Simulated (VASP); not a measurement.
A run of VASP 6.6.1:

run.py

```python
from ase.calculators.vasp import Vasp
from ase.dft.bandgap import bandgap
from ase.spacegroup import crystal

atoms = crystal(
    ['K', 'F'],
    basis=[[0.0, 0.0, 0.0], [0.5, 0.0, 0.0]],
    spacegroup=225,
    setting=1,
    cellpar=[5.3437, 5.3437, 5.3437, 90.0, 90.0, 90.0],
    primitive_cell=True,
)
calc = Vasp(
    directory='calc',
    xc='lda',
    pp='LDA',
    setups='recommended',
    prec='Accurate',
    encut=520,
    ediff=1e-06,
    ismear=-1,
    sigma=0.05,
    lreal=False,
    lasph=True,
    nelm=100,
    algo='Normal',
    isif=2,
    lwave=False,
    lcharg=True,
    lelf=True,
    lvhar=True,
    kpts=[9, 9, 9],
    gamma=True,
    nbands=15,
)
atoms.calc = calc

print('energy (eV):', atoms.get_potential_energy())
print('free energy (eV):', atoms.get_potential_energy(force_consistent=True))
print('forces (eV/A):')
print(atoms.get_forces())
print('stress (eV/A^3, Voigt):', atoms.get_stress())
print('Fermi level (eV):', calc.get_fermi_level())
gap, top, bottom = bandgap(calc)
print('band gap (eV):', gap, 'from (spin, k, band)', top, 'to', bottom)
```

Potentials or basis: VASP PAW LDA potentials, release 64 (K_sv, F).

Command:

```bash
$ python run.py
```

Hardware: 1 thread of Intel(R) Xeon(R) Platinum 8488C (Sapphire Rapids), on a shared host.

**Question.** How long does it take, and how much memory?

**Answer.** Run time: 25 s on 1 thread of Intel(R) Xeon(R) Platinum 8488C (Sapphire Rapids), with other jobs on the host, peak memory 0.15 GiB. Counts: scf iterations 13, k points 35.
